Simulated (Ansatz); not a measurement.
The system is Re.

```xyz
4
Lattice="2.7664 0.0000 0.0000 -1.3832 2.3958 0.0000 0.0000 0.0000 8.9388" Properties=species:S:1:pos:R:3 pbc="T T T"
Re    1.3832    0.7986    6.7041
Re    0.0000    0.0000    4.4694
Re    0.0000    1.5972    2.2347
Re    0.0000    0.0000    0.0000
```

Base run:

| Quantity | Value |
| --- | --- |
| Program | Ansatz 0.2.0 |
| Functional | PBEsol |
| Potentials or basis | Ansatz PAW |
| Cutoff | 420 eV (not typed: the program's choice for these potentials) |
| k mesh | 8 × 8 × 3 |
| Occupations | fermi-dirac, width 0.05 eV |
| Spin | spin-orbit coupling, no magnetisation |

Its results: band gap on the k mesh none (metal or under the smearing width); pressure -5.7 GPa.

The run is repeated on the same cell with these changes: functional from PBEsol to PBE; spin from spin-orbit coupling, no magnetisation to no spin polarisation; potential files from those of the base run to others of the same set. What comes out?

Band gap on the k mesh none (metal or under the smearing width); pressure 3.6 GPa.

Several settings changed at once, so the effect can't be laid on one alone.

Caveats: the PAW data sets come from PBE, with cores solved anew for the run's functional, which leaves a small shift of forces and pressure (some runs).
